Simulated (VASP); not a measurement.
Here is a VASP 6.6.1 calculation.

The input INCAR:

```
  PREC = Accurate
  ENCUT = 520
  EDIFF = 1E-6
  ISMEAR = 1
  SIGMA = 0.1
  LREAL = F
  LASPH = T
  NELM = 150
  ALGO = Normal
  ISIF = 2
  LWAVE = F
  LCHARG = F
  ISPIN = 2
  MAGMOM = 1
  LORBIT = 11
  LMAXMIX = 6
  GGA = B5
  ALDAX = 1.0
  AGGAX = 1.0
  AGGAC = 1.0
  ALDAC = 0.0
  NBANDS = 22
```

File KPOINTS:

```
Automatic mesh
0
Gamma
  8 8 8
```

File POSCAR:

```
Yb
1.0
    0.0000000000      2.8739172133      2.8739172133
    2.8739172133      0.0000000000      2.8739172133
    2.8739172133      2.8739172133      0.0000000000
Yb
1
Direct
    0.0000000000      0.0000000000      0.0000000000
```

Potentials or basis: VASP PAW PBE potentials, release 64 (Yb).

Run with:

```console
$ cat potpaw_PBE.64/Yb/POTCAR > POTCAR
$ mpirun -np 1 vasp_std > vasp.out
```

Question: What does it give for the pressure?

Answer: -4.9 GPa.

Question: Estimate the net moment.

Answer: -0.03 μB per cell.

Caveat: the PAW data sets were made with another functional, which shifts forces and pressure a little. The state reached can hang on the start; a lower one may exist.
